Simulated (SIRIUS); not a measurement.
**MnO: changing the starting magnetic order**

```yaml
crystal:
  lattice:
    - [0.00000, 2.22200, 2.22200]
    - [2.22200, 0.00000, 2.22200]
    - [2.22200, 2.22200, 0.00000]
  atoms:
    - { symbol: Mn, position: [0.00000, 0.00000, 0.00000] }
    - { symbol: O, position: [0.50000, 0.50000, 0.50000] }
```

The cell comes from a database or a generator and needn't be the form met in nature.

Kept alike: task single point; functional PBE; k mesh 8 × 8 × 8; occupations fermi-dirac, width 0.05 eV. Program: SIRIUS, all-electron FP-LAPW, apw+lo standard, cutoff 276 eV. The mesh is that of the run's cell of 2 atoms. No spin-orbit coupling.

| starting magnetic order | largest site moment (μB) | moment of the cell (μB) | free energy over the lowest row (meV/atom) |
| --- | --- | --- | --- |
| ferromagnetic | 4.36 | 4.77 | 7.93 |
| ferromagnetic start, larger moments | 4.36 | 4.77 | 7.93 |
| non-collinear | - | 4.77 | 0.00 |
| non-magnetic | 0.00 | 0.00 | 1055.74 |

For a metal such a mesh leaves the last digits unconverged. Moments of the cell are magnitudes, and a label names the start alone. A dash stands where a model potential gives no energy or stress, or where a value looked faulty or was in doubt. The runs hold the magnetic state that their start led to, which needn't be the lowest. The row without spin has no moments by construction. Site moments count inside each atom's sphere or projector.

Question: What does the starting magnetic order change here?

Answer: The largest site moment runs from 0.00 (non-magnetic) to 4.36 μB (ferromagnetic; ferromagnetic start, larger moments). The moment of the cell runs from 0.00 (non-magnetic) to 4.77 μB (ferromagnetic; ferromagnetic start, larger moments; non-collinear). The free energy is lowest at non-collinear, and 1055.74 meV an atom higher at non-magnetic. Starts that end at one energy have found one state: ferromagnetic; ferromagnetic start, larger moments.
